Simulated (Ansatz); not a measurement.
# Force difference against the radius of support functions in 1/2<110> screw dislocation dipole in Si (shuffle set) (120 atoms)

The cell holds 120 atoms: 120 Si. Its edges and angles: a = 33.258 Å, b = 18.911 Å, c = 3.840 Å, α = 95.8°, β = 90.0°, γ = 90.0°. It derives from Si (diamond-structure). Diamond-structure Si (a = 5.431 Å), x, y, z along [11-2], [111], [1-10], 5 x 2 x 1 period; two opposite 1/2<110> screw dislocations along z, half a cell apart on one glide plane, laid by the isotropic elastic field summed over images, cell tilted by half the Burgers vector; minimised with a classical potential.

Calculated with Ansatz 0.2.0: Kohn-Sham DFT, PBE, PAW (set soft_2), localised support functions (medium), with the radius typed; the reference is Kohn-Sham DFT, PBE, PAW (set soft_2), plane waves, cutoff 420 eV, k-mesh 1×1×4, gaussian smearing of 0.025 eV, with an r.m.s. force component of 0.0972 eV/Å.

| radius (Å) | r.m.s. force difference (meV/Å) | time |
| --- | --- | --- |
| 3.94 | 0.317 | 1.7 min |
| 4.26 | ? | ? |
| 4.55 | 0.193 | 2.7 min |
| 4.87 | 0.183 | 3.1 min |
| 5.48 | 0.181 | 4.5 min |
| 6.09 | 0.179 | 6.8 min |

**Question.** Fit a power law of the radius to the rows given and interpolate to the withheld row.

Worked fit:

A power law y = A x^b is a line in u = ln x and v = ln y.

```
u = ln x  v = ln y
 1.37118  -1.14885
 1.51513  -1.64507
 1.58309  -1.69827
 1.70111  -1.70926
 1.80665  -1.72037
```

With n = 5: mean u = 1.59543, mean v = -1.58436, Σ(u − ū)² = 0.11267, Σ(u − ū)(v − v̄) = -0.13331. Slope b = -0.13331 / 0.11267 = -1.1832; intercept a = v̄ − b ū = 0.30333.

At the withheld row u = 1.449, v = a + b u = -1.411, and y = exp(v).

Prediction at 4.26: 0.2438 meV/Å. The run gave 0.221 meV/Å, so the fit is high by 0.023 meV/Å (10 % of the value).

The fitted exponent is -1.2. Between neighbouring rows, the withheld one included, the exponents are -4.6, -2.1, -0.78, -0.093 and -0.11, so one power law doesn't hold over the range: the values level off at a floor. Among the rows given, the largest relative miss of the fit is at 4.55, by 0.033 meV/Å (17 %).

Limits: The difference holds the reference's own basis error, which sets a floor under it.

[Logs are printed without paths, hosts, clocks, repeated set-up lines and the standing remarks that a program may print on its own settings, such as how far it seeks lower states.]

[Hosts, paths, dates, database ids (printed as entryN), source tags and the programs' standing remarks are cut or masked in the printed files.]
